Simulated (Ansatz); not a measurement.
# A series in volume scale on ZnS

Results calculated with Ansatz 0.2.0, not measured. Periodic Kohn-Sham DFT of a crystal at fixed atoms, scaled to volume_scale times the given cell; pressure positive in compression, energy less spherical unpolarised free atoms, largest_vzz the field gradient of largest size among the nuclei.

The cell before it is scaled or strained (space group F-43m, No. 216):
```
cell vectors (Å)
   0.0000     2.7047     2.7047
   2.7047     0.0000     2.7047
   2.7047     2.7047     0.0000
atoms (fractions of the cell vectors)
Zn  0.00000  0.00000  0.00000
S   0.75000  0.75000  0.75000
```

Settings of every row: method frozen-core PAW; functional PBE; relativity scalar; k mesh 8x8x8; filling fermi-dirac; smearing width 0.01 eV; wave cutoff 420 eV; paw set soft_2.

Atom start moment: 0 on all atoms.

```
row  volume scale  V (Å³/atom)  pressure (GPa)
  1          0.94       18.599               ?
  2          0.96       18.995           4.746
  3          0.98        19.39            2.97
  4          0.99       19.588           2.152
  5             1       19.785           1.375
  6          1.01       19.982            0.64
  7          1.02       20.179          -0.058
  8          1.04       20.575          -1.346
  9          1.06       20.971          -2.503
```

Question: what pressure should row 1 give?

Worked fit of pressure. Take u = (V_r/V)^(2/3) − 1 with V_r = 19.883 Å³ an atom, which is twice the finite (Eulerian) strain; such expansions in the strain, on which the Birch-Murnaghan equation of state is built, carry the rest volume and the bulk modulus. The shown rows have u = 0.03093, 0.01688, 0.01002, 0.0033, -0.00331, -0.0098, -0.02255, -0.03489. Least squares give pressure = 1.0044 + 111.332 × u + 310.6 × u² GPa; a straight line predicts inner rows, each left out in turn, worse (root mean square 0.1 against 0.0019 GPa). The rows lie off it by 0.001, -0.002, 0.001, 0.000, 0.001, -0.001, 0.002, -0.001. The pressure vanishes at u = -0.0093, or V = 20.16 Å³ an atom, and there the bulk modulus at fixed shape and fractions is B = −V dP/dV = (2/3)(1 + u) dP/du = 69.7 GPa. The withheld row has u = 0.04551, so the fit gives 1.0044 + 111.332 × (0.04551) + 310.6 × (0.04551)² = 6.714 GPa.

The calculation gave 6.724 GPa. The fit lies 0.010 GPa (0.11 % of the column's range) below it; its largest miss of a shown row is 0.002 GPa. This row lies beyond the range of the fit.
